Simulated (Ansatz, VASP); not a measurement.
One calculation of Sb, two programs

File INCAR:

```
PREC = Accurate
ENCUT = 520
EDIFF = 1E-8
ISMEAR = -1
SIGMA = 0.05
LREAL = False
LASPH = True
NELM = 80
ALGO = Fast
ISIF = 2
LWAVE = False
LCHARG = False
GGA = PE
LEFG = True
NBANDS = 8
```

File KPOINTS:

```
regular mesh
0
Gamma
  13 13 13
```

The input POSCAR:

```
Sb
1.0
    3.0986349352      0.0000000000      0.0000000000
    0.0000000000      3.0986349352      0.0000000000
    0.0000000000      0.0000000000      3.2864000000
Sb
1
Direct
    0.0000000000      0.0000000000      0.0000000000
```

Input for Ansatz:

```yaml
crystal:
  lattice:
    - [3.0986349352, 0.0, 0.0]
    - [0.0, 3.0986349352, 0.0]
    - [0.0, 0.0, 3.2864]
  atoms:
    - { symbol: Sb, position: [0.0, 0.0, 0.0] }
kpoints:
  mp_grid: { grid: [13, 13, 13] }
scf:
  occupations: { method: fermi_dirac, width: 0.05 }
hamiltonian:
  xc: pbe
  pseudopotentials: { kind: paw }
output:
  forces: true
  stress: true
  eigenvalues: true
  efg: { contact_densities: true }
```

Change from the starting cell: z stretched by +4 % at fixed volume, PAW files.

Alike in both runs: task electric field gradients; functional PBE; k mesh 13 × 13 × 13; occupations fermi-dirac, width 0.05 eV; no spin polarisation.

```csv
,VASP,Ansatz
version,VASP 6.6.1,Ansatz 0.2.0
potentials or method,"VASP PAW PBE potentials, release 64 (Sb)","PAW with Ansatz's default frozen-core files, scalar-relativistic"
plane-wave cutoff (eV),520,420
valence electrons in the cell,5,15
```

```csv
,VASP,Ansatz,Ansatz less VASP
pressure (GPa),-2.2,-2.2,+0.04
largest component of the traceless stress (GPa),3.98,3.97,-0.006
Vzz of the field gradient on the site that differs most (V/Å²),4.2,-0.1,-4.33
```

The two sets of potentials don't hold the same shells in valence. Ansatz warned: «gradients_without_spin_orbit».

Spin-orbit coupling is left out, which matters for the levels of Sb.
